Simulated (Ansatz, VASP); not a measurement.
Two plane-wave programs on MgS

```xyz
2
Lattice="0.0000 2.7873 2.8897 2.7873 0.0000 2.8897 2.7873 2.7873 0.0000" Properties=species:S:1:pos:R:3 pbc="T T T"
Mg    0.0000    0.0000    0.0000
S     1.3936    1.3936    1.4448
```

Change from the starting cell: epitaxial_xy strain -1.5%.

Alike in both runs: task single point; functional r2SCAN; k mesh 8 × 8 × 8; no spin polarisation.

|  | VASP | Ansatz |
| --- | --- | --- |
| version | VASP 6.6.1 | Ansatz 0.2.0 |
| potentials or method | VASP PAW PBE potentials, release 64 (Mg, S) | plane waves, PAW |
| plane-wave cutoff (eV) | 520 | 500 |
| occupations | gaussian, width 0.01 eV | fixed |
| valence electrons in the cell | 8 | 16 |

|  | VASP | Ansatz | Ansatz less VASP |
| --- | --- | --- | --- |
| gap on the k mesh at the Fermi level (eV) | 4.14 | 4.16 | +0.012 |
| pressure (GPa) | 0.3 | 0.6 | +0.29 |
| largest component of the traceless stress (GPa) | 0.62 | 0.61 | -0.016 |

The two sets of potentials don't hold the same shells in valence.

Caveats: the PAW data sets were made with another functional, which shifts forces and pressure a little (VASP). A k mesh can miss the band edges.
